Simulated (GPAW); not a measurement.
**TiAl in GPAW: convergence with convergence criteria**

The system is TiAl.

```
Ti Al
1.0
     3.17906    0.00000    0.00000
     0.00000    3.17906    0.00000
     0.00000    0.00000    3.17906
Ti Al
1 1
Direct
  0.01598 0.98712 0.05766
  0.47421 0.48449 0.50993
```

The cell comes from a database or a generator and needn't be the stable form of this composition.

The cell isn't the ideal one: atoms moved at random, drawn with an rms of 0.15 Å.

| Property | Result |
| --- | --- |
| Program | GPAW 26.7.0 |
| Task | convergence study |
| Functional | PBE |
| Potentials or basis | GPAW PAW data sets (gpaw-data 1.2.1) |
| Cutoff | 600 eV |
| Basis | pw |
| k mesh | 5 × 5 × 5 |
| Occupations | fermi-dirac, width 0.05 eV |
| Spin | no spin polarisation |

These are the settings of the first run; the series varies convergence criteria, with any setting tied to it.

Hardware: 1 thread of AMD EPYC 9R14 (Zen 4), on a shared host.

| convergence criteria | energy less the tightest run, at zero smearing (meV/atom) | SCF cycles | CPU time (s) | peak memory (GiB) |
| --- | --- | --- | --- | --- |
| density=0.001 energy=0.01 eigenstates=0.0001 | 0.00 | 7 | 8.9 | 0.16 |
| default | 0.00 | 9 | 11 | 0.16 |
| density=1e-05 energy=1e-05 | 0.00 | 10 | 12 | 0.16 |
| density=1e-05 forces=0.0001 | 0.00 | 11 | 12 | 0.16 |
| density=1e-06 energy=1e-06 eigenstates=1e-10 | 0.00 | 11 | 13 | 0.16 |

Against the tightest run, the energy stays within 1 meV/atom from density=0.001 energy=0.01 eigenstates=0.0001 on. The tightest run that finished is the yardstick and may itself not be fully converged.

Caveat, for the tightest run too: the k mesh is coarse (spacing up to 0.40 Å⁻¹), so the values aren't converged.
